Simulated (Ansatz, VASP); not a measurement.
SnO2 (Cassiterite): VASP beside Ansatz

The input INCAR:

```
SYSTEM = SnO2
PREC = Accurate
ENCUT = 520
EDIFF = 1E-6
ISMEAR = 0
SIGMA = 0.01
LREAL = .False.
LASPH = .True.
NELM = 100
ALGO = Fast
ISIF = 2
LWAVE = .False.
LCHARG = .True.
LELF = .True.
LVHAR = .True.
NBANDS = 35
```

KPOINTS

```
Automatic mesh
0
Gamma
  4 4 5
  0 0 0
```

Contents of POSCAR:

```
SnO2
1.0
    4.7380000000      0.0000000000      0.0000000000
    0.0000000000      4.7380000000      0.0000000000
    0.0000000000      0.0000000000      3.1865000000
Sn O
2 4
Direct
    0.0000000000      0.0000000000      0.0000000000
    0.5000000000      0.5000000000      0.5000000000
    0.3071000000      0.3071000000      0.0000000000
    0.1929000000      0.8071000000      0.5000000000
    0.6929000000      0.6929000000      0.0000000000
    0.8071000000      0.1929000000      0.5000000000
```

Input for Ansatz:

```yaml
crystal:
  lattice:
    - [4.738, 0.0, 0.0]
    - [0.0, 4.738, 0.0]
    - [0.0, 0.0, 3.1865]
  atoms:
    - { symbol: Sn, position: [0.0, 0.0, 0.0] }
    - { symbol: Sn, position: [0.5, 0.5, 0.5] }
    - { symbol: O, position: [0.3071, 0.3071, 0.0] }
    - { symbol: O, position: [0.1929, 0.8071, 0.5] }
    - { symbol: O, position: [0.6929, 0.6929, 0.0] }
    - { symbol: O, position: [0.8071, 0.1929, 0.5] }
kpoints:
  mp_grid: { grid: [4, 4, 5] }
hamiltonian:
  xc: lda
scf:
  occupations: { method: fixed }
basis:
  ecutwfc: "38 Ry"
output:
  forces: true
  stress: true
```

Alike in both runs: task single point; functional LDA; k mesh 4 × 4 × 5; no spin polarisation.

|  | VASP | Ansatz |
| --- | --- | --- |
| version | VASP 6.6.1 | Ansatz 0.2.0 |
| potentials or method | VASP PAW LDA potentials, release 64 (Sn_d, O) | plane waves, PAW |
| plane-wave cutoff (eV) | 520 | 517 |
| occupations | gaussian, width 0.01 eV | fixed |
| valence electrons in the cell | 52 | 52 |

```csv
,VASP,Ansatz,Ansatz less VASP
pressure (GPa),0.3,-0.7,-1.05
largest component of the traceless stress (GPa),1.05,0.70,-0.352
rms of the force components (eV/Å),0.085,0.072,-0.0129
```

Atom by atom the forces differ by 0.013 eV/Å (rms over components).

Caveats: spin-orbit coupling is left out, which moves the levels of the heavy elements. Expect the measured gap to be larger: semilocal functionals such as LDA lack the derivative discontinuity.
